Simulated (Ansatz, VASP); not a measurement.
# One calculation of Zr, two programs

```xyz
1
Lattice="-1.7908 1.7908 1.7908 1.7908 -1.7908 1.7908 1.7908 1.7908 -1.7908" Properties=species:S:1:pos:R:3 pbc="T T T"
Zr    0.0000    0.0000    0.0000
```

Alike in both runs: task single point; functional PBE; k mesh 13 × 13 × 13; occupations fermi-dirac, width 0.05 eV; non-collinear spin, spin-orbit coupling.

```csv
,VASP,Ansatz
version,VASP 6.6.1,Ansatz 0.2.0
potentials or method,"VASP PAW PBE potentials, release 64 (Zr_sv), cutoff 520 eV",all-electron LAPW
```

```csv
,VASP,Ansatz,Ansatz less VASP
pressure (GPa),-0.6,-0.6,+0.03
net moment per atom (μB),0.00,0.00,0.000
```

Ansatz ran all-electron here, so the differences hold the error of VASP's frozen core and of both bases.
